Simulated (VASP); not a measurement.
Wanted: the native input for a VASP 6.6.1 run.

| Item | Value |
| --- | --- |
| Task | single point |
| Functional | PBEsol |
| Potentials or basis | VASP PAW PBE potentials, release 64 (Pb_d, S) |
| Cutoff | 520 eV |
| k mesh | 6 × 6 × 6 |
| Occupations | gaussian, width 0.1 eV |
| Spin | no spin polarisation |
| Dipole correction | no |
| Further INCAR settings | ALGO = Normal; EDIFF = 1e-06; NBANDS = 17 |

The structure of PbS lies in POSCAR:

```
PbS
1.0
    4.0896976867      0.0000000000      0.0000000000
   -2.0448488433      3.5417820905      0.0000000000
    0.0000000000      0.0000000000      3.7881670000
Pb S
1 1
Direct
    0.0000000000      0.0000000000      0.0000000000
    0.6666666700      0.3333333300      0.5000000000
```

Measurements of this composition are mostly on another form, of space group No. 225.

One way to write it, as run:

INCAR

```
SYSTEM = PbS
PREC     = Accurate       ! precision mode
ENCUT    = 520            ! plane-wave cutoff, eV
EDIFF    = 1E-6           ! SCF threshold, eV
ISMEAR   = 0              ! smearing method
SIGMA    = 0.1            ! smearing width, eV
LREAL    = .FALSE.        ! projectors in reciprocal space
LASPH    = .TRUE.         ! aspherical terms in the spheres
NELM     = 100            ! most SCF steps
ALGO     = Normal         ! electronic algorithm
ISIF     = 2              ! what is computed and relaxed
LWAVE    = .FALSE.        ! write WAVECAR
LCHARG   = .FALSE.        ! write CHGCAR
GGA      = PS             ! functional
NBANDS   = 17             ! bands
```

KPOINTS

```
Automatic mesh
0
G
  6 6 6
  0 0 0
```

Potentials or basis: VASP PAW PBE potentials, release 64 (Pb_d, S).

Launch:

```sh
$ cat potpaw_PBE.64/Pb_d/POTCAR potpaw_PBE.64/S/POTCAR > POTCAR
$ mpirun -np 1 vasp_std > vasp.out
```

Results of the run:

The pressure is -3.0 GPa and the band gap on the k mesh is none (metal or under the smearing width).

Caveat: the PAW data sets were made with another functional, which shifts forces and pressure a little.

It took 20 s on 1 thread of Intel(R) Xeon(R) 6975P-C (Granite Rapids), with other jobs on the host, peak memory 0.17 GiB.
